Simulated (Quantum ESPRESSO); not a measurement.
The system is HfC.

```
Hf C
1.0
     0.00000    2.32500    2.32500
     2.32500    0.00000    2.32500
     2.32500    2.32500    0.00000
Hf C
1 1
Direct
  0.50000 0.50000 0.50000
  0.00000 0.00000 0.00000
```

Base run:

* Program: Quantum ESPRESSO 7.5
* Functional: LDA
* Potentials or basis: PseudoDojo 0.4.1 SR LDA standard
* Cutoff: 1116 eV
* Density cutoff: 4463 eV
* k mesh: 10 × 10 × 10
* Occupations: fermi-dirac, width 0.05 eV
* Spin: no spin polarisation

Its results: band gap on the k mesh none (metal or under the smearing width); pressure -13.7 GPa.

The run is repeated on the same cell with these changes: functional from LDA to PBE; potentials or basis from PseudoDojo 0.4.1 SR LDA standard to PseudoDojo 0.4.1 SR PBE standard. What comes out?

Band gap on the k mesh none (metal or under the smearing width); pressure 0.4 GPa.

Caveats: spin-orbit coupling is left out, which moves the levels of the heavy elements.
